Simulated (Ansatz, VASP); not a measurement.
**CsH: VASP beside Ansatz**

Aim: how closely do two programs agree when they are given the same cell, functional and k mesh? The cell is generated by rule, not measured, and may not be a known phase. The cell is taken from a series of runs on this material, whose earlier steps may have relaxed, scaled, displaced or heated it; both programs get it as it stands.

Main program and level: Ansatz 0.2.0; plane waves, with VASP 6.6.1 beside it; relaxation of cell and atoms at PBEsol.

The structure was built from a prototype and need not be the compound's stable phase.

## (1) Starting point

Symmetry: P6_3mc, No. 186, hexagonal system. Conventional cell: a = 4.712 Å, b = 4.712 Å, c = 7.696 Å, α = 90.00°, β = 90.00°, γ = 120.00°. Cs has 4 H at 2.89 Å nearest. H has 4 Cs at 2.89 Å nearest. Farther neighbours are not listed.

## (2) VASP: relaxation of cell and atoms, PBEsol

The relaxed volume is the usual yardstick between codes: in a stiff, nearly cubic crystal its relative difference is about their pressure difference at one cell divided by the bulk modulus.

Lines of VASP's logs that name or quote its potential files are left out, and so is its time.

INCAR

```
SYSTEM = CsH
PREC = Accurate
ENCUT = 500
EDIFF = 1E-07
NELM = 120
ISMEAR = 0
SIGMA = 0.02
LREAL = .FALSE.
ALGO = Normal
GGA = PS
NBANDS = 16
LORBIT = 11
LWAVE = .FALSE.
LCHARG = .FALSE.
ISIF = 3
IBRION = 2
NSW = 80
EDIFFG = -0.005
LASPH = .TRUE.
GGA_COMPAT = .FALSE.
NELMIN = 4
EFERMI = MIDGAP
```

POSCAR

```
CsH
1.0
    4.7124920000      0.0000030000      0.0000000000
   -2.3562490000      4.0811370000      0.0000000000
    0.0000000000      0.0000000000      7.6955000000
Cs H
2 2
Direct
    0.3333333333      0.6666666667      0.0000000000
    0.6666666667      0.3333333333      0.5000000000
    0.3333333333      0.6666666667      0.3750000650
    0.6666666667      0.3333333333      0.8749999350
```

KPOINTS

```
Automatic mesh
0
Gamma
6 6 4
0 0 0
```

Potentials, in the order of the species: Cs_sv and H (PBE family, release 64).

The run is started by

```sh
$ mpirun -np 1 vasp_std
```

Numbers of over 12 decimals in the logs are rounded to 6 here.

Log:

```text
[banner, memory and clock lines left out]
running    1 mpi-ranks, on    1 nodes
 distrk:  each k-point on    1 cores,    1 groups
 distr:  one band on    1 cores,    1 groups

 POSCAR found type information on POSCAR CsH
 POSCAR found :  2 types and       4 ions
|                                                                             |
|               ----> ADVICE to this user running VASP <----                  |
|                                                                             |
|     You enforced a specific xc type in the INCAR file but a different       |
|     [... a line on the potential file left out ...]
|     I HOPE YOU KNOW WHAT YOU ARE DOING!                                     |
|                                                                             |

 LDA part: xc-table for (Slater+PW92), standard interpolation
 POSCAR, INCAR and KPOINTS ok, starting setup
 FFT: planning ... GRIDC
 FFT: planning ... GRID_SOFT
 FFT: planning ... GRID
 WAVECAR not read
 entering main loop
       N       E                     dE             d eps       ncg     rms          rms(c)
DAV:   1     0.128186958965E+03    0.12819E+03   -0.76184E+03   672   0.956E+02
DAV:   2     0.272234814523E+01   -0.12546E+03   -0.12191E+03   888   0.174E+02
DAV:   3    -0.105261454421E+02   -0.13248E+02   -0.13230E+02   832   0.658E+01
DAV:   4    -0.106773635974E+02   -0.15122E+00   -0.15121E+00   928   0.836E+00
DAV:   5    -0.106784172724E+02   -0.10537E-02   -0.10537E-02   904   0.648E-01    0.540E+00
DAV:   6    -0.914798005331E+01    0.15304E+01   -0.21213E+00   688   0.456E+00    0.232E+00
DAV:   7    -0.882181302388E+01    0.32617E+00   -0.22257E+00   672   0.416E+00    0.100E+00
DAV:   8    -0.889184319408E+01   -0.70030E-01   -0.26512E-01   752   0.179E+00    0.623E-01
DAV:   9    -0.887677343126E+01    0.15070E-01   -0.10695E-01   792   0.105E+00    0.963E-02
DAV:  10    -0.887821760013E+01   -0.14442E-02   -0.63941E-03   832   0.305E-01    0.117E-01
DAV:  11    -0.887841591485E+01   -0.19831E-03   -0.19609E-03   688   0.163E-01    0.494E-02
DAV:  12    -0.887832855005E+01    0.87365E-04   -0.91782E-04   784   0.870E-02    0.716E-03
DAV:  13    -0.887833404583E+01   -0.54958E-05   -0.34976E-05   880   0.227E-02    0.226E-03
DAV:  14    -0.887833584051E+01   -0.17947E-05   -0.51398E-06   704   0.862E-03    0.147E-03
DAV:  15    -0.887833572271E+01    0.11780E-06   -0.58800E-07   768   0.275E-03    0.202E-04
DAV:  16    -0.887833568062E+01    0.42086E-07   -0.65532E-08   600   0.116E-03
   1 F= -.88783357E+01 E0= -.88783357E+01  d E =-.887834E+01
[... from here on, the cycles between the ionic steps are left out ...]
   2 F= -.88900539E+01 E0= -.88900539E+01  d E =-.117182E-01
  30 F= -.90258714E+01 E0= -.90258714E+01  d E =-.340219E-01
  31 F= -.90338603E+01 E0= -.90338603E+01  d E =-.420108E-01
  32 F= -.90374453E+01 E0= -.90374453E+01  d E =-.455958E-01
  33 F= -.90374545E+01 E0= -.90374545E+01  d E =-.456050E-01
  34 F= -.90383474E+01 E0= -.90383474E+01  d E =-.892856E-03
  35 F= -.90405167E+01 E0= -.90405167E+01  d E =-.306215E-02
  36 F= -.90425616E+01 E0= -.90425616E+01  d E =-.510711E-02
  37 F= -.90426058E+01 E0= -.90426058E+01  d E =-.515128E-02
 curvature:  -8.43 expect dE=-0.947E-04 dE for cont linesearch -0.139E-07
 trial: gam= 0.04057 g(F)=  0.646E-07 g(S)=  0.112E-04 ort =-0.107E-05 (trialstep = 0.432E+01)
 search vector abs. value=  0.123E-04
 bond charge predicted
       N       E                     dE             d eps       ncg     rms          rms(c)
DAV:   1    -0.904331551293E+01   -0.70970E-03   -0.16476E-02   672   0.692E-01    0.109E-01
DAV:   2    -0.904281032833E+01    0.50518E-03   -0.74079E-04   696   0.150E-01    0.537E-02
DAV:   3    -0.904262950479E+01    0.18082E-03   -0.67002E-04   744   0.130E-01    0.125E-02
DAV:   4    -0.904262983605E+01   -0.33127E-06   -0.21845E-05   712   0.227E-02    0.891E-03
DAV:   5    -0.904262824733E+01    0.15887E-05   -0.46980E-06   696   0.996E-03    0.211E-03
DAV:   6    -0.904262826285E+01   -0.15514E-07   -0.26616E-07   632   0.237E-03
  38 F= -.90426283E+01 E0= -.90426283E+01  d E =-.224650E-04
 trial-energy change:   -0.000022  1 .order   -0.000025   -0.000048   -0.000002
 step:   4.6654(harm=  4.5280)  dis= 0.00068  next Energy=    -9.042628 (dE=-0.226E-04)
 reached required accuracy - stopping structural energy minimisation
```

OUTCAR, selected parts (step 2):

```text
ion  position               nearest neighbor table
   1  0.333  0.667  0.000-
   2  0.667  0.333  0.500-
   3  0.333  0.667  0.375-
   4  0.667  0.333  0.875-

  LATTYP: Found a hexagonal cell.
 ALAT       =     4.7124920000
 C/A-ratio  =     1.6330001197

 Subroutine GETGRP returns: Found 12 space group operations
 (whereof  6 operations were pure point group operations)

The static configuration has the point symmetry C_3v.
 The point group associated with its full space group is C_6v.

 Found     21 irreducible k-points:

   k-points           NKPTS =     21   k-points in BZ     NKDIM =     21   number of bands    NBANDS=     16

   dimension x,y,z NGX =    36 NGY =   36 NGZ =   56
   dimension x,y,z NGXF=    72 NGYF=   72 NGZF=  112

   ENCUT  =  500.0 eV  36.75 Ry    6.06 a.u.   8.59  8.59 14.03*2*pi/ulx,y,z

   NELECT =      20.0000    total number of electrons

 k-points in reciprocal lattice and weights: Automatic mesh
   0.00000000  0.00000000  0.00000000       0.007
   0.16666667  0.00000000  0.00000000       0.042
   0.33333333  0.00000000  0.00000000       0.042
   0.50000000  0.00000000  0.00000000       0.021
   0.16666667  0.16666667  0.00000000       0.042
   0.33333333  0.16666667  0.00000000       0.083
   0.33333333  0.33333333  0.00000000       0.014
   0.00000000  0.00000000  0.25000000       0.014
   0.16666667  0.00000000  0.25000000       0.083
[...]
0.33333333  0.16666667  0.50000000       0.083
   0.33333333  0.33333333  0.50000000       0.014

 average (electrostatic) potential at core
       1 -51.0642       2 -51.0642       3 -32.8666       4 -32.8666

 E-fermi :   0.9848

 k-point     1 :       0.0000    0.0000    0.0000
  band No.  band energies     occupation
    ...
      6      -8.2755      2.00000
      7      -8.2755      2.00000
      8      -8.0884      2.00000
      9      -1.9082      2.00000
     10      -1.3939      2.00000
     11       3.8116      0.00000
     12       3.9401      0.00000
     13       3.9401      0.00000
     14       4.7785      0.00000
     15       4.7948      0.00000
    ...

 k-point     2 :       0.1667    0.0000    0.0000
  band No.  band energies     occupation
    ...
      6      -8.3436      2.00000
      7      -8.2664      2.00000
      8      -8.1335      2.00000
      9      -1.6981      2.00000
     10      -1.2708      2.00000
     11       2.8201      0.00000
     12       4.2553      0.00000
     13       4.3555      0.00000
     14       4.4814      0.00000
     15       4.5227      0.00000
    ...

 k-point     3 :       0.3333    0.0000    0.0000
  band No.  band energies     occupation
    ...
      6      -8.4651      2.00000
      7      -8.2552      2.00000
      8      -8.2502      2.00000
      9      -1.2918      2.00000
     10      -1.0600      2.00000
     11       2.4656      0.00000
     12       3.6381      0.00000
     13       4.1540      0.00000
     14       4.4508      0.00000
     15       5.1686      0.00000
    ...

  Total        0.0016460      0.0016460     -0.0017297     -0.0000000      0.0000000      0.0000000
  in kB        0.0179489      0.0179489     -0.0188608     -0.0000000      0.0000000      0.0000000
  external PRESSURE =       0.0056790 kB  Pullay stress =       0.0000000 kB

  energy-cutoff  :      500.00
  volume of cell :      146.93
      direct lattice vectors                 reciprocal lattice vectors
     5.212271807  0.000003276 -0.000000000     0.191854852  0.110767611 -0.000000000
    -2.606139259  4.513959077  0.000000000    -0.000000139  0.221534936 -0.000000000
    -0.000000000  0.000000000  6.244903878     0.000000000 -0.000000000  0.160130567

 POSITION                                       TOTAL-FORCE (eV/Angst)
 -----------------------------------------------------------------------------------
     -0.00000      3.00931      5.85444        -0.000000      0.000000      0.000185
      2.60613      1.50466      2.73199         0.000000      0.000000      0.000185
     -0.00000      3.00931      2.73230        -0.000000     -0.000000     -0.000185
      2.60613      1.50466      5.85475        -0.000000     -0.000000     -0.000185
 -----------------------------------------------------------------------------------
    total drift:                               -0.000000      0.000000     -0.000018

  FREE ENERGIE OF THE ION-ELECTRON SYSTEM (eV)
  ---------------------------------------------------
  free  energy   TOTEN  =        -9.0426282628 eV

  energy  without entropy=       -9.0426282628  energy(sigma->0) =       -9.04262826

 reached required accuracy - stopping structural energy minimisation

 total charge
# of ion       s       p       d       tot
------------------------------------------
    1        1.854   4.679   0.041   6.574
    2        1.854   4.679   0.041   6.574
    3        0.480   0.000   0.000   0.481
    4        0.480   0.000   0.000   0.481
--------------------------------------------------
tot          4.669   9.359   0.082  14.110

[... 3 further parts left out ...]
```

CONTCAR:

```
CsH
   1.00000000000000
     5.2122718074999144    0.0000032758138770   -0.0000000000000000
    -2.6061392585879997    4.5139590773868195    0.0000000000000000
    -0.0000000000000000    0.0000000000000000    6.2449038782056707
  Cs              H
     2     2
Direct
     0.3333333332999970    0.6666666667000030    0.9374753626811324
     0.6666666667000030    0.3333333332999970    0.4374753626811325
     0.3333333332999970    0.6666666667000030    0.4375247023188693
     0.6666666667000030    0.3333333332999970    0.9375245723188659
```

## (3) Ansatz: relaxation of cell and atoms, PBEsol

Ansatz runs on its default PAW (the set named soft_2) files.

The same cell, functional, mesh and smearing now go to Ansatz, which takes its cutoff from its data sets.

input.yaml

```yaml
crystal:
  lattice:
    - [4.71249, 0.0, 0.0]
    - [-2.35625, 4.08114, 0.0]
    - [0.0, 0.0, 7.6955]
  atoms:
    - { symbol: Cs, position: [0.333333, 0.666667, 0.0] }
    - { symbol: Cs, position: [0.666667, 0.333333, 0.5] }
    - { symbol: H, position: [0.333333, 0.666667, 0.375] }
    - { symbol: H, position: [0.666667, 0.333333, 0.875] }
kpoints:
  mp_grid: { grid: [6, 6, 4] }
hamiltonian:
  xc: pbesol
scf:
  occupations: { method: gaussian, width: 0.02 }
output:
  forces: true
  stress: true
  eigenvalues: true
  write_density: true
  write_potential: true
  elf: true
  volumetric_format: npy
relax:
  adjacent_minimum: "off"
  f_tol: 0.005
  max_steps: 80
  cell: { stress_tol: 0.05 }
```

The run is started by

```sh
$ ansatz run input.yaml --threads 4 --pin off --max-ram 7168MiB --backend cpu --events-out ev --progress --plain --runs-dir out
```

Log:

```text
Warning: the atoms were moved onto the symmetric positions of the space group found under crystal.symmetry.tolerance 1.0e-5 (fractional; no operation is sought that the atoms, as they stand in a round, miss by more than twice it, and no atom is moved by as much as it), and the run uses the moved positions. Before a round's move an operation carried an atom to 4.71e-6 Å from where it should land, the largest such dist [...]
Engine: ansatz 0.2.0, aarch64-unknown-linux-gnu
Pseudopotentials: kind: paw
Pseudopotential: Cs, paw, valence charge 9, recommended cutoff 420 eV (normal), Cs.paw.azcp
Pseudopotential: H, paw, valence charge 1, recommended cutoff 420 eV (normal), H.paw.azcp
Functional definition: PBEsol
  exchange = pbesol_x
  correlation = pbesol_c
Crystal: 4 atoms, lattice volume = 148.002 Å³
Basis set: ecut = 420 eV, 2875 PW (Γ), exchange–correlation on 64×64×108 points (8 copies of the dense FFT grid, shifted against one another)
Bands: 14, of which v1, the nominal top of the filled ones, is band 10 counted from 1 (9 counted from 0)
Symmetry: 12 space group operations
Space group: P63mc (ITA 186), of the structure as read, at distance tolerance 5.3e-5 Å
k-points: 21 of 144 (time reversal used)
Non-local potential: Cs, projectors of the file, l = 0: 3, l = 1: 2, l = 2: 2, l = 3: 2
Non-local potential: H, projectors of the file, l = 0: 2, l = 1: 1
PAW form: soft (Blöchl's): semilocal exchange-correlation on the pseudo side does not see the compensation charge
PAW frozen core: Cs, regenerated for the run's functional, and the local potential with it (the file was generated under x = pbe(κ = 0.804, μ = 0.219515), c = pbe(β = 0.066725))
PAW one-centre angular grid: Cs, 194 points (default); XC on 64 Gauss nodes
PAW one-centre angular grid: H, 110 points (default); XC on 64 Gauss nodes
Initial density: superposition of atomic densities (neutral atoms: chi_scale 0, normalization atom), corrected by the library's trained network
Initial wavefunctions: pseudopotential atomic-orbital guess
Functional: x = pbesol(κ = 0.804, μ = 0.123457), c = pbesol(β = 0.046)
[...]
SCF iter   3: F=—  HF=-11203.456682 eV  |F-HF|=—  |Δ(HF+E_count)|=   1.69e-4  Δρ=1.75e-4  dr2=7.90e-5  ethr=1.16e-5  ⟨swp⟩=2.0  Hψ=418  notcnv=0
SCF iter   4: F=—  HF=-11203.456738 eV  |F-HF|=—  |Δ(HF+E_count)|=   5.63e-5  Δρ=3.14e-5  dr2=3.17e-6  ethr=3.95e-7  ⟨swp⟩=2.7  Hψ=493  notcnv=0
SCF iter   5: F=—  HF=-11203.456748 eV  |F-HF|=—  |Δ(HF+E_count)|=   1.05e-5  Δρ=7.13e-6  dr2=1.28e-7  ethr=1.59e-8  ⟨swp⟩=2.0  Hψ=466  notcnv=0
SCF iter   6: F=—  HF=-11203.456748 eV  |F-HF|=—  |Δ(HF+E_count)|=   1.19e-7  Δρ=1.44e-6  dr2=5.24e-9  ethr=6.41e-10  ⟨swp⟩=2.0  Hψ=483  notcnv=0
SCF iter   7: F=—  HF=-11203.456748 eV  |F-HF|=—  |Δ(HF+E_count)|=   3.63e-8  Δρ=2.88e-7  dr2=1.79e-10  ethr=2.62e-11  ⟨swp⟩=2.2  Hψ=492  notcnv=0
SCF iter   8: F=-11203.456748 eV  HF=-11203.456748 eV  |F-HF|=2.55e-11  |Δ(HF+E_count)|=   1.14e-9  Δρ=6.57e-8  dr2=7.78e-12  ethr=1.00e-12  ⟨swp⟩=7.9  Hψ=1877  notcnv=0
SCF 9 converged in 8 iterations: F = -11203.456748 eV  dr2 = 7.78e-12
relax step   9: F+E_penalty+E_count = -11203.45674832 eV  Δ(F+E_penalty+E_count) = -1.232e-2 eV  max|allowed force component| = 4.417e-3 eV/Å  Δτ_max = 0.0953 Å  P = -0.056 GPa  Ω = 147.658 Å³  energy of the carried Pulay correction = +4.653e-5 eV  (8 SCF iters, accepted)
[...]
relax step  10: F+E_penalty+E_count = -11203.46283284 eV  Δ(F+E_penalty+E_count) = -6.085e-3 eV  max|allowed force component| = 6.083e-4 eV/Å  Δτ_max = 0.0061 Å  P = +0.003 GPa  Ω = 146.529 Å³  energy of the carried Pulay correction = +1.999e-4 eV  (4 SCF iters, dr2 threshold 4.00e-7 eV, accepted)
[...]
relax step  11: F+E_penalty+E_count = -11203.46286400 eV  Δ(F+E_penalty+E_count) = -3.116e-5 eV  max|allowed force component| = 2.325e-3 eV/Å  Δτ_max = 0.0017 Å  P = -0.009 GPa  Ω = 146.789 Å³  energy of the carried Pulay correction = +1.645e-4 eV  (6 SCF iters, accepted)
[...]
relax step  12: F+E_penalty+E_count = -11203.46765816 eV  Δ(F+E_penalty+E_count) = -4.794e-3 eV  max|allowed force component| = 2.326e-3 eV/Å  Δτ_max = 0.0000 Å  P = +0.018 GPa  Ω = 146.789 Å³  stress off target by 3.35e-2 GPa  SCF on the basis re-selected at this cell (its energy is not comparable with the rows above)  (5 SCF iters)
basis re-selected at this cell: Δ(F+E_penalty+E_count) = -4.794e-3 eV, ΔP = +0.028 GPa vs the last step (what re-selecting the basis moved, of the pressure what is left beyond the Pulay correction that the steps carried, after the strain that the cell walked since its last selection, with what the two solves' SCF thresholds leave and, on support functions, any second-order correction that the steps lacked; it is no measure of the basis error at this ecutwfc). The dense FFT grid was sized anew with the basis: this SCF ran on 36×36×45 points, the steps before it on 32×32×54, so part of this shift can come from that change (see relax.cell in the input reference). [rest of the remark cut]
SCF converged after 5 iterations
Free energy (F): -11203.467658 eV
Harris-Foulkes:  -11203.467658 eV  (|F-HF|=5.69e-10)
Internal energy: -11203.467658 eV  (E = F + TS)
E sigma→0 (E₀):  -11203.467658 eV
Fermi energy:    3.797348 eV
--- Per-component energies (eV) ---
  E_band       = -135.888006
  E_kinetic    = 310.726572
  E_local      = -625.653699  (includes V_loc(G=0)·N_el)
  E_nonlocal   = 64.903215
  E_hartree    = 217.002140
  E_xc         = -363.163404
  E_vxc        = -275.400168  (∫ρ·V_xc dr)
  E_paw        = -9967.810793  (= ΣΔE_a)
  E_vpaw       = -44.466187  (= ΣTr[D̂ρ^β])
  E_aug_tail   = -0.002056  (compensation charges beyond the density's cutoff)
  E_ewald      = -839.757953
  E_core_change = 0.288320  (= ΣΔE_core)
  E_smearing   = -0.000000  (= −TS)
  E_closure    = -0.000000  (closes the sum)
  Σ components = -11203.467658   (vs F -11203.467658, Δ=0.00e0)
--- Forces (eV/Å), atoms counted from 1 ---
  atom   1  Cs     0.00000000    -0.00000000    -0.00232576
  atom   2  Cs    -0.00000000     0.00000000    -0.00232576
  atom   3  H     -0.00000000     0.00000000     0.00232577
  atom   4  H     -0.00000000    -0.00000000     0.00232577
  max |Σ_I F_I| component: 1.35e-8 eV/Å
--- Stress (GPa, compression-positive) ---
        0.033494       0.000000       0.000000
        0.000000       0.033494       0.000000
        0.000000       0.000000      -0.012678
  P = ⅓ Tr σ = 0.0181 GPa (0.181 kbar)
--- Band table (eV; the first three rows and the last of 21) ---
  k-point 0: bands = [... 6 lower, -5.4552, -5.2663, 0.9034, 1.4181, 6.5768, 6.7441, 6.7441, 7.5778]
  k-point 1: bands = [... 6 lower, -5.4929, -5.4211, 1.2239, 1.5883, 6.4722, 6.4722, 6.6467, 7.0471]
  k-point 2: bands = [... 6 lower, -5.5830, -5.5830, 1.6835, 1.6835, 6.5150, 6.5150, 6.5150, 6.5150]
  k-point 20: bands = [... 6 lower, -5.3330, -5.3330, 2.3591, 2.3591, 5.9043, 5.9043, 5.9158, 5.9158]
--- Relaxed structure (11 steps of the walk, 10 accepted, 1 SCFs on fresh bases) ---
  F+E_penalty+E_count = -11203.46765816 eV   max|allowed force component| = 2.326e-3 eV/Å   (the final SCF, on the basis selected at the relaxed cell)
  cell:  # Å, volume = 146.7885 Å³
    - [5.213787, 3.1938313845819876e-6, -1.654608245491962e-17]
    - [-2.606896, 4.515270, 8.273044525063466e-18]
    - [-2.701975303747297e-17, 0, 6.235266]
  atoms:
    - { symbol: Cs, position: [0.333333, 0.666667, -0.062194] }
    - { symbol: Cs, position: [0.666667, 0.333333, 0.437806] }
    - { symbol: H, position: [0.333333, 0.666667, 0.437194] }
    - { symbol: H, position: [0.666667, 0.333333, 0.937194] }
```

Reading the cycles: dr2 is the Hartree energy of the density residual (eV), the measure of convergence; HF is the Harris–Foulkes estimate of the energy, which meets the free energy F at convergence.

## (4) Differences

Known differences besides the potentials themselves: the cutoff is 420 eV in Ansatz and 500 eV in VASP; Ansatz makes its cores anew for this functional, VASP keeps those of its PBE data sets; Ansatz adds a Pulay correction to the stress that steers its cell, VASP none. Total energies have different zeros and are not compared.

Compared:

```
                                         quantity  Ansatz    VASP  difference
                                      volume (Å³)  146.79  146.93     -0.10 %
edge a after relaxation, in the typed setting (Å)   5.214   5.212     +0.03 %
edge c after relaxation, in the typed setting (Å)   6.235   6.245     -0.15 %
```

## (5) Summary of results

```yaml
difference_in_edge_c_after_relaxation_in_the_typed_setting_relaxation_of_cell_and_atoms_pbesol: -0.15 %
```

The difference in edge c after relaxation, in the typed setting is -0.15 % (relaxation of cell and atoms, PBEsol), within the 1.2 % picked in this series as the mark of a large difference, as far as the stopping tolerances let one tell. Such differences can come from data sets, numerical settings and the points named under the comparisons, not from the functional's error against experiment.

[Lines on the potential files, build, host, timing and source positions are cut from VASP's logs without a mark.]

[Logs are printed without paths, hosts, clocks, repeated set-up lines and the standing remarks that a program may print on its own settings, such as how far it seeks lower states.]

[Hosts, paths, dates, database ids (printed as entryN), source tags and the programs' standing remarks are cut or masked in the printed files.]
